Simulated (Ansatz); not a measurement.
# BN (R3m) in Ansatz: a series of runs

The runs below take BN through single point, equation of state, with PBEsol.

All numbers are computed with Ansatz 0.2.0; they aren't measurements. Logs are shortened: lines on timing, memory, paths and dates and some standing lists are left out, and cuts for length are marked.

## 1. The structure

It takes space group R3m (No. 160, trigonal). Conventional cell: a = 2.502 Å, b = 2.502 Å, c = 10.119 Å, α = 90.00°, β = 90.00°, γ = 120.00°. N (site symmetry 3m) has 3 B at 1.44 Å as nearest neighbours. B (site symmetry 3m) has 3 N at 1.44 Å as nearest neighbours.

The cell is a database's computed one.

## 2. Single point, PBEsol, 8.60 Å³/atom (volume scaled by 0.94)

File input.yaml:

```yaml
crystal:
  lattice:
    - [1.2255815191, 0.70758982, 3.3040796871]
    - [-1.2255815191, 0.70758982, 3.3040796871]
    - [0.0, -1.4151796399, 3.3040796871]
  atoms:
    - { symbol: "N", position: [0.6672382, 0.6672382, 0.6672382] }
    - { symbol: B, position: [0.0003288, 0.0003288, 0.0003288] }
hamiltonian:
  xc: pbesol
  pseudopotentials: { kind: paw }
kpoints:
  mp_grid: { grid: [12, 12, 12] }
scf:
  occupations: { method: fermi_dirac, width: 0.05 }
output:
  forces: true
  stress: true
  eigenvalues: true
```

Potentials or basis: Ansatz PAW.

On the command line:

```console
$ ansatz run input.yaml --threads 2 --pin off --max-ram 5632MiB --backend cpu --events-out ev --progress --plain --runs-dir out
```

Standard output:

```text
Warning: RAYON_NUM_THREADS=2 ignored (pool sized by the plan → 2); use --threads N
basis.fft_grid_basis auto: the FFT boxes are laid along the combinations [[1, 0, -1], [0, 1, -1], [0, 0, 1]] of the cell's own vectors, 2.451, 2.451 and 3.594 Å long. The dense box has 18×18×25 points. Along the cell's own vectors, as sized, it would have 25×25×25, 1.93 times as many. Of the 6 symmetry operations that the crystal satisfies within crystal.symmetry.tolerance (time reversal apart; of a slab, those that keep its plane) the dense box along the cell's own vectors carries 6, and the one as laid loses 4 of those. basis.fft_grid_basis: typed keeps the cell's own vectors: state it where this run's energies or levels are differenced outside the engine with another run's, or held beside a run that keeps those vectors.
Engine: ansatz 0.2.0, x86_64-unknown-linux-gnu
Pseudopotentials: kind: paw
Pseudopotential: N, paw, valence charge 5, recommended cutoff 420 eV (normal), N.paw.azcp
Pseudopotential: B, paw, valence charge 3, recommended cutoff 420 eV (normal), B.paw.azcp
Functional definition: PBEsol
  exchange = pbesol_x
  correlation = pbesol_c
Crystal: 2 atoms, lattice volume = 17.192 Å³
Basis set: ecut = 420 eV, 323 PW (Γ), FFT grids on a1−a3, a2−a3, a3, exchange–correlation on 36×36×50 points (8 copies of the dense FFT grid, shifted against one another)
Bands: 8, of which v1, the nominal top of the filled ones, is band 4 counted from 1 (3 counted from 0)
Symmetry: 6 space group operations
Space group: R3m (ITA 160), of the structure as read, at distance tolerance 2.6e-5 Å
k-points: 189 of 1728 (time reversal used)
Non-local potential: N, projectors of the file, l = 0: 2, l = 1: 2, l = 2: 1
Non-local potential: B, projectors of the file, l = 0: 2, l = 1: 2, l = 2: 1
PAW form: soft (Blöchl's): semilocal exchange-correlation on the pseudo side does not see the compensation charge
PAW frozen core: N, regenerated for the run's functional, and the local potential with it (the file was generated under x = pbe(κ = 0.804, μ = 0.2195149727645171), c = pbe(β = 0.06672455060314922))
PAW frozen core: B, regenerated for the run's functional, and the local potential with it (the file was generated under x = pbe(κ = 0.804, μ = 0.2195149727645171), c = pbe(β = 0.06672455060314922))
PAW one-centre angular grid: N, 110 points (default); XC on 64 Gauss nodes
PAW one-centre angular grid: B, 110 points (default); XC on 64 Gauss nodes
Initial density: superposition of atomic densities (neutral atoms: chi_scale 0, normalization atom), corrected by the library's trained network
Initial wavefunctions: pseudopotential atomic-orbital guess
Functional: x = pbesol(κ = 0.804, μ = 0.12345679012345678), c = pbesol(β = 0.046)
SCF iter   1: F=—  HF=-533.722301 eV  |F-HF|=—  |Δ(HF+E_count)|=         —  Δρ=8.67e-3  dr2=1.22e-2  ethr=1.77e-3  ⟨swp⟩=4.1  Hψ=9899  notcnv=0
preconditioner: auto → none  [insulator: Δε(μ)=4.164 eV  Ē_g=19.056 eV  σ=0.050 eV  W_gap=1.00  n_scr=2 (ndim 8)  ℏωp=25.3 eV  f_vac=0.001  D(μ)=0.00/eV (n_scr^D=0)  ε∞_Penn≈2.8]
SCF iter   2: F=—  HF=-533.719484 eV  |F-HF|=—  |Δ(HF+E_count)|=   2.82e-3  Δρ=2.84e-3  dr2=9.09e-4  ethr=1.53e-4  ⟨swp⟩=2.9  Hψ=4294  notcnv=0
SCF iter   3: F=—  HF=-533.719299 eV  |F-HF|=—  |Δ(HF+E_count)|=   1.85e-4  Δρ=7.37e-4  dr2=6.02e-5  ethr=1.14e-5  ⟨swp⟩=2.7  Hψ=2413  notcnv=0
SCF iter   4: F=—  HF=-533.719355 eV  |F-HF|=—  |Δ(HF+E_count)|=   5.63e-5  Δρ=1.60e-4  dr2=1.52e-6  ethr=7.53e-7  ⟨swp⟩=2.8  Hψ=2261  notcnv=0
iter 5 did not close the SCF: its close was put off for the readings that it lacked (scf_convergence_deferred on its scf_iter line)
SCF iter   5: F=-533.719360 eV  HF=-533.719360 eV  |F-HF|=3.84e-8  |Δ(HF+E_count)|=   4.87e-6  Δρ=1.42e-5  dr2=1.19e-8  ethr=1.90e-8  ⟨swp⟩=2.3  Hψ=2157  notcnv=0
SCF iter   6: F=-533.719360 eV  HF=-533.719360 eV  |F-HF|=7.35e-10  |Δ(HF+E_count)|=   4.25e-8  Δρ=2.38e-6  dr2=4.28e-10  ethr=1.49e-10  ⟨swp⟩=2.3  Hψ=5827  notcnv=0
SCF 1 converged in 6 iterations: F = -533.719360 eV  dr2 = 4.28e-10
SCF converged after 6 iterations
Free energy (F): -533.719360 eV
Harris-Foulkes:  -533.719360 eV  (|F-HF|=7.35e-10)
Internal energy: -533.719360 eV  (E = F + TS)
E sigma→0 (E₀):  -533.719360 eV
Fermi energy:    7.250237 eV
--- Per-component energies (eV) ---
  E_band       = -17.409689
  E_kinetic    = 186.094597
  E_local      = -349.803797  (includes V_loc(G=0)·N_el)
  E_nonlocal   = 58.773480
  E_hartree    = 112.836521
  E_xc         = -92.033565
  E_vxc        = -114.718754  (∫ρ·V_xc dr)
  E_paw        = -199.335022  (= ΣΔE_a)
  E_vpaw       = -23.428255  (= ΣTr[D̂ρ^β])
  E_aug_tail   = 0.000097  (compensation charges beyond the density's cutoff)
  E_ewald      = -250.294481
  E_core_change = 0.042810  (= ΣΔE_core)
  E_smearing   = -0.000000  (= −TS)
  E_closure    = -0.000000  (closes the sum)
  Σ components = -533.719360   (vs F -533.719360, Δ=0.00e0)
--- Forces (eV/Å), atoms counted from 1 ---
  atom   1  N     -0.00000000     0.00000000     0.00178725
  atom   2  B      0.00000000    -0.00000000    -0.00181100
  max |Σ_I F_I| component: 2.38e-5 eV/Å
--- Stress (GPa, compression-positive) ---
       25.576865       0.000000      -0.000000
        0.000000      25.576865      -0.000000
        0.000000      -0.000000       0.943330
  P = ⅓ Tr σ = 17.3657 GPa (173.657 kbar)
--- Band table (eV; the first three rows and the last of 189) ---
  k-point 0: bands = ["-13.0528", "0.6313", "3.8897", "3.8897", "10.1445", "17.2609", "17.2609", "18.9486"]
  k-point 1: bands = ["-12.9078", "0.7877", "3.3052", "3.6134", "10.4309", "17.1860", "17.8909", "18.4352"]
  k-point 2: bands = ["-12.4802", "1.2460", "1.8380", "2.9422", "11.1964", "16.9516", "17.1678", "19.6011"]
  k-point 188: bands = ["-12.7461", "-1.5371", "3.8707", "3.8707", "15.4778", "17.1823", "17.1823", "18.4267"]
```

Run time: 1.5 s. Hardware: 2 threads of Intel Xeon Platinum 8259CL at 2.50GHz (Skylake/Cascade Lake), shared host; peak memory 0.37 GiB.

Results:

| Property | Result |
| --- | --- |
| Free energy | -533.7194 eV |
| Pressure | 17.4 GPa |
| Band gap on the k mesh | 4.26 eV, indirect (least direct gap 4.79 eV) |

Caveat: the pressure holds a Pulay correction of +0.6 GPa for the finite cutoff; the PAW data sets come from PBE, with cores solved anew for the run's functional, which leaves a small shift of forces and pressure.

## 3. Single point, PBEsol, 8.78 Å³/atom (volume scaled by 0.96)

input.yaml, as its differences from that of step 2:

```diff
@@ -2,5 +2,5 @@
   lattice:
-    - [1.2255815191, 0.70758982, 3.3040796871]
-    - [-1.2255815191, 0.70758982, 3.3040796871]
-    - [0.0, -1.4151796399, 3.3040796871]
+    - [1.2342126593, 0.712573011, 3.3273486205]
+    - [-1.2342126593, 0.712573011, 3.3273486205]
+    - [0.0, -1.4251460221, 3.3273486205]
   atoms:
```

Potentials or basis: Ansatz PAW.

On the command line:

```console
$ ansatz run input.yaml --threads 2 --pin off --max-ram 5632MiB --backend cpu --events-out ev --progress --plain --runs-dir out
```

It took 1.6 s on 2 threads of Intel Xeon Platinum 8259CL at 2.50GHz (Skylake/Cascade Lake), shared host; peak memory 0.37 GiB.

It converged, with:

| Property | Result |
| --- | --- |
| Free energy | -533.7520 eV |
| Pressure | 11.3 GPa |
| Band gap on the k mesh | 4.23 eV, indirect (least direct gap 4.74 eV) |

Caveat: the pressure holds a Pulay correction of +0.6 GPa for the finite cutoff; the PAW data sets come from PBE, with cores solved anew for the run's functional, which leaves a small shift of forces and pressure.

## 4. Single point, PBEsol, 8.96 Å³/atom (volume scaled by 0.98)

input.yaml, as its differences from that of step 3:

```diff
@@ -2,5 +2,5 @@
   lattice:
-    - [1.2342126593, 0.712573011, 3.3273486205]
-    - [-1.2342126593, 0.712573011, 3.3273486205]
-    - [0.0, -1.4251460221, 3.3273486205]
+    - [1.2427247397, 0.717487463, 3.3502965776]
+    - [-1.2427247397, 0.717487463, 3.3502965776]
+    - [0.0, -1.434974926, 3.3502965776]
   atoms:
@@ -19 +19,5 @@
   eigenvalues: true
+  write_density: true
+  write_potential: true
+  elf: true
+  volumetric_format: npy
```

On the command line:

```console
$ ansatz run input.yaml --threads 2 --pin off --max-ram 5632MiB --backend cpu --events-out ev --progress --plain --runs-dir out
```

Wall time 2.2 s (2 threads of Intel Xeon Platinum 8259CL at 2.50GHz (Skylake/Cascade Lake), shared host); peak memory 0.38 GiB.

The run converged. Its results:

```
Free energy            : -533.7714 eV
Pressure               : 5.8 GPa
Band gap on the k mesh : 4.21 eV, indirect (least direct gap 4.69 eV)
```

Caveat: the pressure holds a Pulay correction of +0.6 GPa for the finite cutoff; the PAW data sets come from PBE, with cores solved anew for the run's functional, which leaves a small shift of forces and pressure.

## 5. Single point, PBEsol, 9.14 Å³/atom

File input.yaml:

```yaml
crystal:
  lattice:
    - [1.2511217832, 0.7223354983, 3.3729344033]
    - [-1.2511217832, 0.7223354983, 3.3729344033]
    - [0.0, -1.4446709966, 3.3729344033]
  atoms:
    - { symbol: "N", position: [0.6672382, 0.6672382, 0.6672382] }
    - { symbol: B, position: [0.0003288, 0.0003288, 0.0003288] }
hamiltonian:
  xc: pbesol
  pseudopotentials: { kind: paw }
kpoints:
  mp_grid: { grid: [12, 12, 12] }
scf:
  occupations: { method: fermi_dirac, width: 0.05 }
output:
  forces: true
  stress: true
  eigenvalues: true
```

On the command line:

```console
$ ansatz run input.yaml --threads 2 --pin off --max-ram 5632MiB --backend cpu --events-out ev --progress --plain --runs-dir out
```

Wall time 1.7 s (2 threads of Intel Xeon Platinum 8259CL at 2.50GHz (Skylake/Cascade Lake), shared host); peak memory 0.37 GiB.

Results (log left out):

| Quantity | Value |
| --- | --- |
| Free energy | -533.7787 eV |
| Pressure | 0.7 GPa |
| Band gap on the k mesh | 4.19 eV, indirect (least direct gap 4.64 eV) |

Caveat: the pressure holds a Pulay correction of +0.6 GPa for the finite cutoff; the PAW data sets come from PBE, with cores solved anew for the run's functional, which leaves a small shift of forces and pressure.

## 6. Single point, PBEsol, 9.33 Å³/atom (volume scaled by 1.02)

input.yaml, as its differences from that of step 5:

```diff
@@ -2,5 +2,5 @@
   lattice:
-    - [1.2511217832, 0.7223354983, 3.3729344033]
-    - [-1.2511217832, 0.7223354983, 3.3729344033]
-    - [0.0, -1.4446709966, 3.3729344033]
+    - [1.2594075994, 0.7271193165, 3.3952723682]
+    - [-1.2594075994, 0.7271193165, 3.3952723682]
+    - [0.0, -1.454238633, 3.3952723682]
   atoms:
```

Potentials or basis: Ansatz PAW.

On the command line:

```console
$ ansatz run input.yaml --threads 2 --pin off --max-ram 5632MiB --backend cpu --events-out ev --progress --plain --runs-dir out
```

It took 1.6 s on 2 threads of Intel Xeon Platinum 8259CL at 2.50GHz (Skylake/Cascade Lake), shared host; peak memory 0.35 GiB.

Results (log left out):

```
Free energy            : -533.7750 eV
Pressure               : -3.9 GPa
Largest force          : 0.004 eV/Å
Band gap on the k mesh : 4.16 eV, indirect (least direct gap 4.59 eV)
```

Caveat: the pressure holds a Pulay correction of +0.6 GPa for the finite cutoff; the PAW data sets come from PBE, with cores solved anew for the run's functional, which leaves a small shift of forces and pressure.

## 7. Single point, PBEsol, 9.51 Å³/atom (volume scaled by 1.04)

input.yaml, as its differences from that of step 6:

```diff
@@ -2,5 +2,5 @@
   lattice:
-    - [1.2594075994, 0.7271193165, 3.3952723682]
-    - [-1.2594075994, 0.7271193165, 3.3952723682]
-    - [0.0, -1.454238633, 3.3952723682]
+    - [1.2675858, 0.7318410028, 3.4173202092]
+    - [-1.2675858, 0.7318410028, 3.4173202092]
+    - [0.0, -1.4636820056, 3.4173202092]
   atoms:
```

On the command line:

```console
$ ansatz run input.yaml --threads 2 --pin off --max-ram 5632MiB --backend cpu --events-out ev --progress --plain --runs-dir out
```

Wall time 1.6 s (2 threads of Intel Xeon Platinum 8259CL at 2.50GHz (Skylake/Cascade Lake), shared host); peak memory 0.37 GiB.

Results (log left out):

- Free energy: -533.7613 eV
- Pressure: -8.1 GPa
- Largest force: 0.005 eV/Å
- Band gap on the k mesh: 4.14 eV, indirect (least direct gap 4.54 eV)

Caveat: the pressure holds a Pulay correction of +0.6 GPa for the finite cutoff; the PAW data sets come from PBE, with cores solved anew for the run's functional, which leaves a small shift of forces and pressure.

## 8. Single point, PBEsol, 9.69 Å³/atom (volume scaled by 1.06)

input.yaml, as its differences from that of step 7:

```diff
@@ -2,5 +2,5 @@
   lattice:
-    - [1.2675858, 0.7318410028, 3.4173202092]
-    - [-1.2675858, 0.7318410028, 3.4173202092]
-    - [0.0, -1.4636820056, 3.4173202092]
+    - [1.2756598126, 0.7365025362, 3.4390871668]
+    - [-1.2756598126, 0.7365025362, 3.4390871668]
+    - [0.0, -1.4730050723, 3.4390871668]
   atoms:
```

On the command line:

```console
$ ansatz run input.yaml --threads 2 --pin off --max-ram 5632MiB --backend cpu --events-out ev --progress --plain --runs-dir out
```

Run time: 1.6 s. Hardware: 2 threads of Intel Xeon Platinum 8259CL at 2.50GHz (Skylake/Cascade Lake), shared host; peak memory 0.38 GiB.

Results (log left out):

- Free energy: -533.7383 eV
- Pressure: -11.9 GPa
- Largest force: 0.006 eV/Å
- Band gap on the k mesh: 4.12 eV, indirect (least direct gap 4.50 eV)

Caveat: the pressure holds a Pulay correction of +0.6 GPa for the finite cutoff; the PAW data sets come from PBE, with cores solved anew for the run's functional, which leaves a small shift of forces and pressure.

## 9. Equation of state, PBEsol

Potentials or basis: Ansatz PAW.

No new run: the results of the series are fitted here.

Results:

- Equilibrium volume: 9.17 Å³/atom
- Bulk modulus at fixed shape and positions: 239 GPa
- Pressure derivative of the bulk modulus: 3.6

Energy against volume, from the lowest point:
```tsv
volume (Å³/atom)	energy (meV/atom)
8.596	29.67
8.779	13.35
8.962	3.66
9.145	0.00
9.328	1.84
9.510	8.71
9.693	20.19
```

Caveat: the cell was scaled at fixed shape and fractional positions, which overstates the stiffness of a crystal with free parameters, most of all of layers and chains.
